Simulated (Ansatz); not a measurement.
# CsBr (Pm-3m): how far a G0W0 gap depends on its settings

How well converged is a G0W0 gap of CsBr in the CsCl-type structure?

Code: Ansatz 0.2.0. G0W0, plane waves. Spin-unpolarised throughout; all numbers are computed.

1 further run of the same task is left out (it didn't finish).

## 1. The system as given

The cell was relaxed beforehand with r2SCAN.

Space group Pm-3m (No. 221), cubic; a = 4.319 Å in the conventional setting, 40.29 Å³ an atom. Around Cs lie 8 Br at 3.74 Å; around Br lie 8 Cs at 3.74 Å.

Structure file:

```xyz
2
Lattice="4.3194 0.0000 0.0000 0.0000 4.3194 0.0000 0.0000 0.0000 4.3194" Properties=species:S:1:pos:R:3 pbc="T T T"
Cs    0.0000    0.0000    0.0000
Br    2.1597    2.1597    2.1597
```

## 2. From HSE06, 25 empty bands, 100 eV

input.yaml reads:

```yaml
crystal:
  lattice:
    - [4.3193779122, 0.0, 0.0]
    - [0.0, 4.3193779122, 0.0]
    - [0.0, 0.0, 4.3193779122]
  atoms:
    - { symbol: Cs, position: [0.0, 0.0, 0.0] }
    - { symbol: Br, position: [0.5, 0.5, 0.5] }
kpoints:
  mp_grid: { grid: [2, 2, 2] }
hamiltonian:
  xc: hse06
scf:
  occupations: { method: fixed }
gw:
  n_empty_bands: 25
  ecut_chi: 100
  qp_bands: [v1, c1]
  qp_kpoints: band_edges
  screening: { model: contour_deformation }
```

Launch:

```sh
$ ansatz run input.yaml --threads 4 --pin off --max-ram 3686MiB --backend cpu --events-out ev --progress --plain --runs-dir out
```

## 3. From LDA, 45 empty bands, 120 eV

input.yaml: that of step 2 with these lines changed.

```diff
@@ -11,3 +11,3 @@
 hamiltonian:
-  xc: hse06
+  xc: lda
 scf:
@@ -15,4 +15,4 @@
 gw:
-  n_empty_bands: 25
-  ecut_chi: 100
+  n_empty_bands: 45
+  ecut_chi: 120
   qp_bands: [v1, c1]
```

## 4. From HSE06, 150 empty bands, 100 eV

input.yaml: that of step 3 with these lines changed.

```diff
@@ -11,3 +11,3 @@
 hamiltonian:
-  xc: lda
+  xc: hse06
 scf:
@@ -15,4 +15,4 @@
 gw:
-  n_empty_bands: 45
-  ecut_chi: 120
+  n_empty_bands: 150
+  ecut_chi: 100
   qp_bands: [v1, c1]
```

What does the calculation give? Wanted: for each run, start; potentials; frequencies; empty bands; cutoff; Kohn-Sham gap; G0W0 gap.

The runs gave:

| start | potentials | frequencies | empty bands | cutoff (eV) | mesh | Kohn-Sham gap (eV) | G0W0 gap (eV) |
| --- | --- | --- | --- | --- | --- | --- | --- |
| HSE06 | PAW | full | 25 | 100 | 2×2×2 | 5.60 | 6.83 |
| LDA | PAW | full | 45 | 120 | 2×2×2 | 3.97 | 5.99 |
| HSE06 | PAW | full | 150 | 100 | 2×2×2 | 5.60 | 6.98 |

Gaps are those on each run's own mesh.

**Reading.** Over the runs in the table the G0W0 gap on the mesh spans 5.99 to 6.98 eV, and the shift from the starting levels +1.23 to +2.02 eV; where more than one setting differs between two runs, no single one explains their difference. G0W0 here is at a finite number of bands, screening cutoff and k mesh, not at the basis limit. Spin-orbit coupling is left out.
